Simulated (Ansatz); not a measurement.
Ti₃Al (P-6m2), a sublattice moved along a line

All numbers below come from Ansatz, DFT PBEsol, scalar-relativistic, plane waves, PAW. Settings: plane waves to 420 eV, k-mesh 18×18×6 (Γ-centred), Gaussian smearing 0.15 eV. No spin polarisation. Energies are free energies at this smearing, counted from the undisturbed cell; pressure is positive in compression.

The starting cell (relaxed at this level; it needn't be the usual structure):

```
Ti Al
1.0
     2.89578    0.00000    0.00000
    -1.44789    2.50782    0.00000
     0.00000    0.00000    9.13935
Ti Al
3 1
Direct
  0.66667 0.33333 0.00000
  0.33333 0.66667 0.75118
  0.33333 0.66667 0.24882
  0.66667 0.33333 0.50000
```

Every Al atom is moved by x along the Cartesian unit vector (0.000, 1.000, 0.000); the cell and all other atoms stay fixed. The cell is metallic on the mesh throughout.

```
  x (Å)  ΔE (meV/cell) force along x on the moved atoms (eV/Å) pressure (GPa)
-0.3000          117.6                                        ?               ?
-0.2250           63.7                                     0.60             0.2
-0.1500           27.1                                        ?               ?
-0.0750            6.4                                     0.18             0.0
 0.0000            0.0                                     0.00             0.0
 0.0750            5.7                                    -0.15             0.0
 0.1500           21.3                                    -0.26             0.1
 0.2250           44.3                                    -0.34             0.2
 0.3000           72.2                                    -0.39             0.3
```

(1) Give the withheld values.

Results:

(1) force along x on the moved atoms (eV/Å) at x (Å) = -0.3000: 0.84; pressure (GPa) at x (Å) = -0.3000: 0.4; force along x on the moved atoms (eV/Å) at x (Å) = -0.1500: 0.38; pressure (GPa) at x (Å) = -0.1500: 0.1.

Cost: 9 runs of about 4.7 core-minutes in all, on Intel Xeon Platinum 8488C (Sapphire Rapids) (shared hosts).